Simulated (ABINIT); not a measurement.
**Beyond one shot: GaN (F-43m)**

How far does self-consistency move the gap of GaN (F-43m)?

Method: LDA and many-body steps on it, plane waves, in ABINIT 10.8.3.

**Experimental background.**

- Gap 3.23 eV: absorption onset (direct gap at Gamma) of unexcited film, from imaginary part of dielectric function; spectroscopic ellipsometry (steady-state reference of time-resolved measurement); 300 K; film on 3C-SiC/Si(001) (“Femtosecond pump-probe absorption edge spectroscopy of cubic GaN”, 2022, arxiv:2206.02223).

## Step 1: Starting point

Symmetry: F-43m, No. 216, cubic system. The conventional cell has a = 4.507 Å, b = 4.507 Å, c = 4.507 Å, α = 90.00°, β = 90.00°, γ = 90.00°. Ga has 4 N at 1.95 Å nearest. Nearest to N lie 4 Ga at 1.95 Å. Farther neighbours and most contacts between anions are not listed.

Structure file:

```cif
data_structure
_symmetry_space_group_name_H-M 'F-43m'
_symmetry_Int_Tables_number 216
_cell_length_a 4.5070
_cell_length_b 4.5070
_cell_length_c 4.5070
_cell_angle_alpha 90.000
_cell_angle_beta 90.000
_cell_angle_gamma 90.000
_cell_volume 91.55
loop_
_atom_site_label
_atom_site_type_symbol
_atom_site_symmetry_multiplicity
_atom_site_Wyckoff_symbol
_atom_site_fract_x
_atom_site_fract_y
_atom_site_fract_z
_atom_site_occupancy
Ga1 Ga 4 a 0.00000 0.00000 0.00000 1
N1 N 4 c 0.25000 0.25000 0.25000 1
```

The cell and positions are those that the Materials Project relaxed with its own functionals (PBE, PBE+U or r2SCAN), kept fixed. This is not the form that GaN usually takes at ambient conditions.

## Step 2: Empty states on the mesh, 4×4×4 mesh, 40 bands

This step: ABINIT 10.8.3; DFT, LDA, plane waves, norm-conserving pseudopotentials.

The sums over transitions need many empty states on a uniform mesh; this step solves for them.

run.abi reads:

```
acell 3*1.0 Angstrom
rprim 
  0.000000000000 2.253500607500 2.253500607500
  2.253500607500 0.000000000000 2.253500607500
  2.253500607500 2.253500607500 0.000000000000
ntypat 2
znucl 31 7
natom 2
typat 1 2
xred 
  0.000000000000 0.000000000000 0.000000000000
  0.750000000000 0.750000000000 0.750000000000
pp_dirpath "pseudos"
pseudos "Ga.upf, N.upf"
ecut 36
ngkpt 4 4 4
nshiftk 1
shiftk 0 0 0
kptopt 1
chksymbreak 0
iscf -2
irdden 1
istwfk *1
nband 40
nbdbuf 4
tolwfr 1e-09
nstep 60
prtvol 0
indata_prefix "in"
outdata_prefix "out"
tmpdata_prefix "tmp"
```

Run with:

```
$ OMP_NUM_THREADS=1 mpirun -n 4 abinit run.abi > log
```

Numbers of over 12 decimals in the logs are rounded to 6 here.

What it wrote:

```text
.Version 10.8.3 of ABINIT. v10.8.2 released Aug 2026.

 Symmetries : space group F-4 3 m (#216); Bravais cF (face-center cubic)
[... echo of the input left out ...]
== DATASET  1 ==================================================================
-   mpi_nproc: 4, omp_nthreads: 1 (-1 if OMP is not activated)

--- !DatasetInfo
iteration_state: {dtset: 1, }
dimensions: {natom: 2, nkpt: 8, mband: 40, nsppol: 1, nspinor: 1, nspden: 1, mpw: 1639, }
cutoff_energies: {ecut:  36.0, pawecutdg:  -1.0, }
[...]
1.86336    1.86336    1.89097    1.89097    1.89097    1.93033    1.93033    2.16424
   2.33038    2.33038    2.33038    2.54509    2.58107    2.58107    2.58107    2.63453
 prteigrs : prtvol=0 or 1, do not print more k-points.

== END DATASET(S) ==============================================================
================================================================================

 -outvars: echo values of variables after computation  --------
            nband          40
             nkpt           8
          spgroup         216
 [... the other variables as echoed above ...]

 Calculation completed.
```

It took 4.3 s on 4 MPI ranks of Arm Neoverse V2, shared host; peak memory 0.27 GiB.

Numbers from this step:

```yaml
gap: 1.770 eV
k_of_the_valence_top: 0, 0, 0
k_of_the_conduction_bottom: 0, 0, 0
least_direct_gap: 1.770 eV
k_points_computed: 8
lowest_point_of_the_top_converged_band_above_the_valence_top: 54.6584 eV
```

On this mesh the gap is 1.770 eV.

The density comes from a self-consistent run that is not shown.

## Step 3: Screening, 4×4×4 mesh, 36 bands, screening to 130.6 eV

The RPA dielectric matrix is built and inverted for each q.

This step: RPA screening on LDA, plane waves, norm-conserving pseudopotentials.

Changes to run.abi since step 2:

```diff
@@ -20,10 +20,11 @@
 chksymbreak 0
-iscf -2
-irdden 1
 istwfk *1
-nband 40
-nbdbuf 4
-tolwfr 1e-09
-nstep 60
-prtvol 0
+occopt 1
+irdwfk 1
+optdriver 3
+nband 36
+ecuteps 4.8
+inclvkb 2
+awtr 1
+symchi 1
 indata_prefix "in"
```

What it wrote:

```text
.Version 10.8.3 of ABINIT. v10.8.2 released Aug 2026.

 Symmetries : space group F-4 3 m (#216); Bravais cF (face-center cubic)
[... echo of the input left out ...]
== DATASET  1 ==================================================================
-   mpi_nproc: 4, omp_nthreads: 1 (-1 if OMP is not activated)

--- !DatasetInfo
iteration_state: {dtset: 1, }
dimensions: {natom: 2, nkpt: 8, mband: 36, nsppol: 1, nspinor: 1, nspden: 1, mpw: 1639, }
cutoff_energies: {ecut:  36.0, pawecutdg:  -1.0, }
electrons: {nelect:   1.80000000E+01, charge:   0.00000000E+00, occopt:   1.00000000E+00, tsmear:   1.00000000E-02, }

 SCREENING: Calculation of the susceptibility and dielectric matrices

 Based on a program developped by R.W. Godby, V. Olevano, G. Onida, and L. Reining.
 Incorporated in ABINIT by V. Olevano, G.-M. Rignanese, and M. Torrent.
.Using double precision arithmetic ; gwpc =  8

[... cell and pseudopotentials left out ...]
--------------------------------------------------------------------------------

 ==== K-mesh for the wavefunctions ====
 Number of points in the irreducible wedge :     8
[... list of points left out ...]
 Together with 24 symmetry operations and time-reversal symmetry
 yields    64 points in the full Brillouin Zone.

 ==== Q-mesh for the screening function ====
 Number of points in the irreducible wedge :     8
[... list of points left out ...]
 Together with 24 symmetry operations and time-reversal symmetry
 yields    64 points in the full Brillouin Zone.

 setmesh: FFT mesh size selected  =    24x   24x   24
          total number of points  =        13824

 vcoul_init : cutoff-mode = AUXILIARY_FUNCTION
 q-points for optical limit:   1
     1)      0.000010    0.000020    0.000030

- screening: taking advantage of time-reversal symmetry
- Maximum band index for partially occupied states nbvw = 9
- Remaining bands to be divided among processors   nbcw = 27
- Number of bands treated by each node ~6

 Number of electrons calculated from density =   18.0000; Expected =   18.0000
 average of density, n =  0.116539
 r_s =    1.2700
 omega_plasma =   32.9300 [eV]

 calculating chi0 at frequencies [eV] :
  1    0.000000E+00    0.000000E+00
  2    0.000000E+00    3.293002E+01

--------------------------------------------------------------------------------
  q-point number  1        q = ( 0.000000, 0.000000, 0.000000) [r.l.u.]
--------------------------------------------------------------------------------
[... chi0 elements left out ...]
 For q-point:  0.000010 0.000020 0.000030
  dielectric constant =   9.0012
  dielectric constant without local fields =   9.5603

  Average fulfillment of the sum rule on Im[epsilon] for q-point    1 :     37.67  [%]
[... wings left out ...]
  q-point number  2        q = ( 0.250000, 0.000000, 0.000000) [r.l.u.]
--------------------------------------------------------------------------------
[... chi0 elements left out ...]
  Average fulfillment of the sum rule on Im[epsilon] for q-point    2 :     56.42  [%]

 [... 6 further q-points ...]
```

Elapsed: 4.2 s, on 4 MPI ranks; peak memory 0.41 GiB; 16 s of CPU time.

This step gave:

```
ε∞ with local fields, on this mesh, along the program's q direction : 9.001
the same without local fields                                       : 9.560
plasma frequency                                                    : 32.93 eV
plane waves in the screening matrix                                 : 65
```

Local fields lower ε∞ by 6 %. On a Γ-centred mesh this coarse the value itself is usually too large, while a short band sum pulls it down.

## Step 4: G0W0

The self-energy is evaluated for the states that the input lists, and the levels follow from it, in one-shot runs by the linearised quasiparticle equation.

This step: G0W0 on LDA, plane waves, norm-conserving pseudopotentials.

Changes to run.abi since step 3:

```diff
@@ -23,8 +23,15 @@
 irdwfk 1
-optdriver 3
+optdriver 4
 nband 36
+gwcalctyp 0
+ecutsigx 36
+symsigma 1
+nkptgw 1
+kptgw 
+  0.0000000000 0.0000000000 0.0000000000
+bdgw 
+  7 13
 ecuteps 4.8
-inclvkb 2
-awtr 1
-symchi 1
+irdscr 1
+ppmodel 1
 indata_prefix "in"
```

What it wrote:

```text
.Version 10.8.3 of ABINIT. v10.8.2 released Aug 2026.

 Symmetries : space group F-4 3 m (#216); Bravais cF (face-center cubic)
[... echo of the input left out ...]
== DATASET  1 ==================================================================
-   mpi_nproc: 4, omp_nthreads: 1 (-1 if OMP is not activated)

--- !DatasetInfo
iteration_state: {dtset: 1, }
dimensions: {natom: 2, nkpt: 8, mband: 36, nsppol: 1, nspinor: 1, nspden: 1, mpw: 1639, }
cutoff_energies: {ecut:  36.0, pawecutdg:  -1.0, }
electrons: {nelect:   1.80000000E+01, charge:   0.00000000E+00, occopt:   1.00000000E+00, tsmear:   1.00000000E-02, }

 SIGMA: Calculation of the GW corrections

 Based on a program developped by R.W. Godby, V. Olevano, G. Onida, and L. Reining.
 Incorporated in ABINIT by V. Olevano, G.-M. Rignanese, and M. Torrent.
.Using double precision arithmetic ; gwpc =  8

[... cell and pseudopotentials left out ...]
--------------------------------------------------------------------------------

 ==== K-mesh for the wavefunctions ====
 Number of points in the irreducible wedge :     8
[... list of points left out ...]
 Together with 24 symmetry operations and time-reversal symmetry
 yields    64 points in the full Brillouin Zone.

 ==== Q-mesh for screening function ====
 Number of points in the irreducible wedge :     8
[... list of points left out ...]
 Together with 24 symmetry operations and time-reversal symmetry
 yields    64 points in the full Brillouin Zone.

 vcoul_init : cutoff-mode = AUXILIARY_FUNCTION
 q-points for optical limit:   1
     1)      0.000010    0.000020    0.000030
 setmesh: FFT mesh size selected  =    36x   36x   36
          total number of points  =        46656

 Number of electrons calculated from density =   18.0000; Expected =   18.0000
 average of density, n =  0.116539
 r_s =    1.2700
 omega_plasma =   32.9300 [eV]

 === KS Band Gaps ===
  >>>> For spin  1
   Minimum direct gap =   1.7696 [eV], located at k-point      :   0.0000  0.0000  0.0000
   Fundamental gap    =   1.7696 [eV], Top of valence bands at :   0.0000  0.0000  0.0000
                                       Bottom of conduction at :   0.0000  0.0000  0.0000
 SIGMA fundamental parameters:
 PLASMON POLE MODEL  1
 number of plane-waves for SigmaX                 1639
 number of plane-waves for SigmaC and W             65
 number of plane-waves for wavefunctions          1639
 number of bands                                    36
 number of independent spin polarizations            1
 number of spinorial components                      1
 number of k-points in IBZ                           8
 number of q-points in IBZ                           8
 number of symmetry operations                      24
 number of k-points in BZ                           64
 number of q-points in BZ                           64
 number of frequencies for dSigma/dE                 9
 frequency step for dSigma/dE [eV]                0.25
 number of omega for Sigma on real axis              0
 max omega for Sigma on real axis  [eV]           0.00
 zcut for avoiding poles [eV]                     0.10

 EPSILON^-1 parameters (SCR file):
 dimension of the eps^-1 matrix on file             65
 dimension of the eps^-1 matrix used                65
 number of plane-waves for wavefunctions          1639
 number of bands                                    36
 number of q-points in IBZ                           8
 number of frequencies                               2
 number of real frequencies                          1
 number of imag frequencies                          1

 matrix elements of self-energy operator (all in [eV])

 Perturbative Calculation

--- !SelfEnergy_ee
iteration_state: {dtset: 1, }
kpoint     : [   0.000,    0.000,    0.000, ]
spin       : 1
KS_gap     :    1.770
QP_gap     :    2.240
Delta_QP_KS:    0.470
data: !SigmaeeData |
     Band     E0 <VxcDFT>   SigX SigC(E0)      Z dSigC/dE  Sig(E)    E-E0       E
        7   4.956 -18.201 -21.323   3.521   0.792  -0.262 -17.885   0.317   5.273
        8   4.956 -18.201 -21.323   3.521   0.792  -0.262 -17.885   0.317   5.273
        9   4.956 -18.201 -21.323   3.521   0.792  -0.262 -17.885   0.317   5.273
       10   6.725 -14.263  -9.748  -3.550   0.816  -0.226 -13.476   0.787   7.512
       11  15.112 -12.737  -7.225  -4.502   0.830  -0.205 -11.899   0.838  15.950
       12  15.112 -12.737  -7.225  -4.502   0.830  -0.205 -11.899   0.838  15.950
       13  15.112 -12.737  -7.225  -4.502   0.830  -0.205 -11.899   0.838  15.950

== END DATASET(S) ==============================================================
================================================================================

 -outvars: echo values of variables after computation  --------
           etotal      0.0000000000E+00
            nband          36
             nkpt           8
          spgroup         216
 [... the other variables as echoed above ...]

 Calculation completed.
```

Run time: 2.1 s. Hardware: 4 MPI ranks; peak memory 0.12 GiB.

Numbers from this step:

```
G0W0 gap on the points computed              : 2.239 eV
starting gap on the mesh                     : 1.770 eV
k of the valence top                         : 0, 0, 0
k of the conduction bottom                   : 0, 0, 0
Z at the valence top                         : 0.792
Z at the conduction bottom                   : 0.816
least direct G0W0 gap on the computed points : 2.239 eV
```

The gap on the mesh goes from 1.77 eV to 2.24 eV, a correction of +0.47 eV.

## Step 5: evGW0, cycle 1

This step: evGW0 on LDA, plane waves, norm-conserving pseudopotentials.

Changes to run.abi since step 4:

```diff
@@ -25,10 +25,24 @@
 nband 36
-gwcalctyp 0
+gwcalctyp 10
 ecutsigx 36
 symsigma 1
-nkptgw 1
+nkptgw 8
 kptgw 
   0.0000000000 0.0000000000 0.0000000000
+  0.2500000000 0.0000000000 0.0000000000
+  0.5000000000 0.0000000000 0.0000000000
+  0.2500000000 0.2500000000 0.0000000000
+  0.5000000000 0.2500000000 0.0000000000
+  -0.2500000000 0.2500000000 0.0000000000
+  0.5000000000 0.5000000000 0.0000000000
+  -0.2500000000 0.5000000000 0.2500000000
 bdgw 
-  7 13
+  1 14
+  1 14
+  1 14
+  1 14
+  1 14
+  1 14
+  1 14
+  1 14
 ecuteps 4.8
```

What it wrote:

```text
.Version 10.8.3 of ABINIT. v10.8.2 released Aug 2026.

 Symmetries : space group F-4 3 m (#216); Bravais cF (face-center cubic)
[... echo of the input left out ...]
== DATASET  1 ==================================================================
-   mpi_nproc: 4, omp_nthreads: 1 (-1 if OMP is not activated)

--- !DatasetInfo
iteration_state: {dtset: 1, }
dimensions: {natom: 2, nkpt: 8, mband: 36, nsppol: 1, nspinor: 1, nspden: 1, mpw: 1639, }
cutoff_energies: {ecut:  36.0, pawecutdg:  -1.0, }
electrons: {nelect:   1.80000000E+01, charge:   0.00000000E+00, occopt:   1.00000000E+00, tsmear:   1.00000000E-02, }

 SIGMA: Calculation of the GW corrections

 Based on a program developped by R.W. Godby, V. Olevano, G. Onida, and L. Reining.
 Incorporated in ABINIT by V. Olevano, G.-M. Rignanese, and M. Torrent.
.Using double precision arithmetic ; gwpc =  8

[... cell and pseudopotentials left out ...]
--------------------------------------------------------------------------------

 ==== K-mesh for the wavefunctions ====
 Number of points in the irreducible wedge :     8
[... list of points left out ...]
 Together with 24 symmetry operations and time-reversal symmetry
 yields    64 points in the full Brillouin Zone.

 ==== Q-mesh for screening function ====
 Number of points in the irreducible wedge :     8
[... list of points left out ...]
 Together with 24 symmetry operations and time-reversal symmetry
 yields    64 points in the full Brillouin Zone.

 vcoul_init : cutoff-mode = AUXILIARY_FUNCTION
 q-points for optical limit:   1
     1)      0.000010    0.000020    0.000030
 setmesh: FFT mesh size selected  =    36x   36x   36
          total number of points  =        46656

 Number of electrons calculated from density =   18.0000; Expected =   18.0000
[...]
QP_gap     :    7.258
Delta_QP_KS:    1.245
data: !SigmaeeData |
     Band     E_DFT   <VxcDFT>   E(N-1)  <Hhartree>   SigX  SigC[E(N-1)]    Z     dSigC/dE  Sig[E(N)]  DeltaE  E(N)_pert E(N)_diago
[...]
--- !SelfEnergy_ee
iteration_state: {dtset: 1, }
kpoint     : [  -0.250,    0.500,    0.250, ]
spin       : 1
KS_gap     :    9.819
QP_gap     :   11.630
Delta_QP_KS:    1.811
data: !SigmaeeData |
     Band     E_DFT   <VxcDFT>   E(N-1)  <Hhartree>   SigX  SigC[E(N-1)]    Z     dSigC/dE  Sig[E(N)]  DeltaE  E(N)_pert E(N)_diago
[...]
13    15.895   -12.574    15.895    28.470    -5.962    -4.926     0.814    -0.229   -11.202     1.372    17.267    17.581
       14    20.001   -14.191    20.001    34.191    -6.949    -5.772     0.751    -0.332   -13.088     1.103    21.104    21.470

 New Fermi energy :        2.397031E-01 Ha ,    6.522655E+00 eV
 New Exchange energy :    -9.125779E+00 Ha ,   -2.483251E+02 eV

 === QP Band Gaps ===
  >>>> For spin  1
   Minimum direct gap =   2.3340 [eV], located at k-point      :   0.0000  0.0000  0.0000
   Fundamental gap    =   2.3340 [eV], Top of valence bands at :   0.0000  0.0000  0.0000
                                       Bottom of conduction at :   0.0000  0.0000  0.0000

 writing QP data on file : out_QPS

 Convergence of QP corrections
 >>>>> For spin  1 <<<<<
.  kptgw no:  1; Maximum DeltaE = (   2.324  -0.002) for band index:  6
.  kptgw no:  2; Maximum DeltaE = (   2.350  -0.012) for band index:  4
.  kptgw no:  3; Maximum DeltaE = (   2.365   0.007) for band index:  5
[...]
.  kptgw no:  7; Maximum DeltaE = (   2.417  -0.010) for band index:  5
.  kptgw no:  8; Maximum DeltaE = (   2.370  -0.005) for band index:  4

== END DATASET(S) ==============================================================
================================================================================

 -outvars: echo values of variables after computation  --------
           etotal      0.0000000000E+00
            nband          36
             nkpt           8
          spgroup         216
 [... the other variables as echoed above ...]

 Calculation completed.
```

Elapsed: 11 s, on 4 MPI ranks; peak memory 0.72 GiB.

Numbers from this step:

* quasiparticle gap on the mesh: 2.334 eV
* gap of the density functional on the mesh: 1.770 eV
* k of the valence top: 0, 0, 0
* k of the conduction bottom: 0, 0, 0
* Z at the valence top: 0.792
* Z at the conduction bottom: 0.816
* least direct quasiparticle gap on the computed points: 2.334 eV

Against G0W0 in ABINIT (4×4×4 mesh, 36 bands, screening to 130.6 eV, Godby-Needs plasmon pole), the gap moves by +0.095 eV. This first cycle still uses the starting levels; it takes the full correction, at all points of the mesh, and its linearised value is 2.239 eV.

## Step 6: evGW0, cycle 2

The corrected levels of the last cycle go back in.

Changes to run.abi since step 5:

```diff
@@ -50,2 +50,3 @@
 ppmodel 1
+irdqps 1
 indata_prefix "in"
```

What it wrote:

```text
.Version 10.8.3 of ABINIT. v10.8.2 released Aug 2026.

 Symmetries : space group F-4 3 m (#216); Bravais cF (face-center cubic)
[... echo of the input left out ...]
== DATASET  1 ==================================================================
-   mpi_nproc: 4, omp_nthreads: 1 (-1 if OMP is not activated)

--- !DatasetInfo
iteration_state: {dtset: 1, }
dimensions: {natom: 2, nkpt: 8, mband: 36, nsppol: 1, nspinor: 1, nspden: 1, mpw: 1639, }
cutoff_energies: {ecut:  36.0, pawecutdg:  -1.0, }
[...]
.  kptgw no:  3; Maximum DeltaE = (   0.217   0.013) for band index:  7
[...]
.  kptgw no:  7; Maximum DeltaE = (   0.161   0.033) for band index:  3
.  kptgw no:  8; Maximum DeltaE = (  -0.189  -0.003) for band index:  5

== END DATASET(S) ==============================================================
================================================================================

 -outvars: echo values of variables after computation  --------
           etotal      0.0000000000E+00
            nband          36
             nkpt           8
          spgroup         216
 [... the other variables as echoed above ...]

 Calculation completed.
```

Wall time 11 s (4 MPI ranks); peak memory 0.72 GiB; 45 s of CPU time.

Numbers from this step:

- quasiparticle gap on the mesh: 2.34 eV
- gap of the density functional on the mesh: 1.770 eV
- k of the valence top: 0, 0, 0
- k of the conduction bottom: 0, 0, 0
- least direct quasiparticle gap on the computed points: 2.34 eV

Against the cycle before, the gap moves by +0.006 eV.

(Continued in part 2 of 3.)

[Paths, hosts, dates, memory and timing lines, banners, echoed tables and standing remarks are left out of the program output.]

[Logs are printed without paths, hosts, clocks, repeated set-up lines and the standing remarks that a program may print on its own settings, such as how far it seeks lower states.]

[Runs of the session that timed out or met a known fault of the program may be left out.]

[Hosts, paths, dates, database ids (printed as entryN), source tags and the programs' standing remarks are cut or masked in the printed files.]

[G0W0 gaps are taken among the corrected bands and points alone; a level outside them can change the order at an edge.]

[Where Ansatz stands beside ABINIT at settings called matched, ABINIT's density can come from a denser mesh and the files from another edition; pairs whose starting gaps differed by over 0.03 eV were left out, so agreement reads better than it is.]
